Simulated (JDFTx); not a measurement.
The system is PtS2.

```xyz
3
Lattice="3.5432 0.0000 0.0000 -1.7716 3.0685 0.0000 0.0000 0.0000 5.0388" Properties=species:S:1:pos:R:3 pbc="T T T"
Pt    0.0000    0.0000    0.0000
S     1.7716    1.0228    3.8950
S     0.0000    2.0457    1.1438
```

Base run:

| Quantity | Value |
| --- | --- |
| Program | JDFTx 1.7.0 (patched build) |
| Functional | revPBE |
| Potentials or basis | PseudoDojo-SR-PBE-0.5-standard with smoothed tails |
| Cutoff | 1143 eV |
| Density cutoff | 9143 eV |
| k mesh | 9 × 9 × 5 |
| Occupations | fermi-dirac, width 0.05 eV |
| Spin | no spin polarisation |

Its results: band gap on the k mesh 1.06 eV, indirect (least direct gap 1.10 eV); pressure 13.1 GPa; largest force 1.262 eV/Å.

Question: The run is repeated on the same cell with these changes: functional from revPBE to LDA; potentials or basis from PseudoDojo-SR-PBE-0.5-standard with smoothed tails to PseudoDojo-SR-LDA-0.4.1-standard with smoothed tails; cutoff from 1143 eV to 1034 eV; density cutoff from 9143 eV to 8272 eV. What comes out?

Answer: Band gap on the k mesh 0.90 eV, indirect (least direct gap 0.95 eV); pressure 3.2 GPa; largest force 0.787 eV/Å.

Caveats: spin-orbit coupling is left out, which moves the levels of the heavy elements; an odd mesh through Γ misses points on the zone boundary, where band edges often lie; the empty levels aren't tightly converged (some runs); the potentials were made for another functional, which shifts forces and pressure (some runs).

Not every run made on this cell is shown here.
